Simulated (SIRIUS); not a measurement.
Wanted: the native input for a SIRIUS 7.10.0 run.

| Item | Value |
| --- | --- |
| Task | single point |
| Functional | PBE |
| Potentials or basis | PseudoDojo 0.4.1 PBE standard (scalar relativistic) |
| Cutoff | 1078 eV |
| Density cutoff | 4311 eV |
| k mesh | 11 × 11 × 10 |
| Occupations | fermi-dirac, width 0.05 eV |
| Spin | no spin polarisation |
| Libxc names | ["XC_GGA_X_PBE", "XC_GGA_C_PBE"] |
| Energy tol | 1e-08 Ha |
| Density tol | 1e-06 |
| Mixer | anderson |
| Mixing beta | 0.7 |
| Max scf | 100 |
| Radial cutoff for the potentials' integrals | 6.5 bohr |

The system is Ge.

```
Ge
1.0
     1.39715   -2.60052    0.00000
     1.39715    2.60052    0.00000
     0.00000    0.00000    2.69823
Ge
1
Direct
  0.50000 0.50000 0.00000
```

This isn't the form of Ge at room conditions, which is diamond.

These files were run (other wordings do the same):

sirius.json

```json
{
  "control": {
    "processing_unit": "cpu",
    "verbosity": 2,
    "num_bands_to_print": 14,
    "print_forces": true,
    "print_stress": true
  },
  "parameters": {
    "electronic_structure_method": "pseudopotential",
    "xc_functionals": ["XC_GGA_X_PBE", "XC_GGA_C_PBE"],
    "gk_cutoff": 8.9,
    "pw_cutoff": 17.8,
    "ngridk": [11, 11, 10],
    "shiftk": [0, 0, 0],
    "smearing": "fermi_dirac",
    "smearing_width": 0.0018374661,
    "num_bands": 14,
    "num_mag_dims": 0,
    "num_dft_iter": 100,
    "energy_tol": 1e-08,
    "density_tol": 1e-06
  },
  "iterative_solver": {
    "type": "davidson",
    "min_tolerance": 1e-09,
    "tolerance_scale": [0.1, 0.25]
  },
  "mixer": {
    "type": "anderson",
    "beta": 0.7,
    "max_history": 8
  },
  "settings": {
    "tol_ne": 1e-10,
    "pseudo_grid_cutoff": 6.5
  },
  "unit_cell": {
    "lattice_vectors": [
      [2.640228965295, -4.914263022707, 0.0],
      [2.640228965295, 4.914263022707, 0.0],
      [0.0, 0.0, 5.098917610975]
    ],
    "atom_coordinate_units": "lattice",
    "atom_types": ["Ge"],
    "atom_files": {
      "Ge": "Ge.json"
    },
    "atoms": {
      "Ge": [
        [0.5, 0.5, 0.0]
      ]
    }
  }
}
```

Potentials or basis: PseudoDojo 0.4.1 PBE standard (scalar relativistic).

Command:

```console
$ upf_to_json Ge.upf
$ OMP_NUM_THREADS=1 sirius.scf --input=sirius.json --output=out.json --task=0
```

It gave:

```json
{
 "Pressure": "-0.5 GPa",
 "Band gap on the k mesh": "none (metal or under the smearing width)"
}
```

Wall time 77 s on 1 thread of Arm Neoverse V1, on a shared host, peak memory 0.56 GiB.
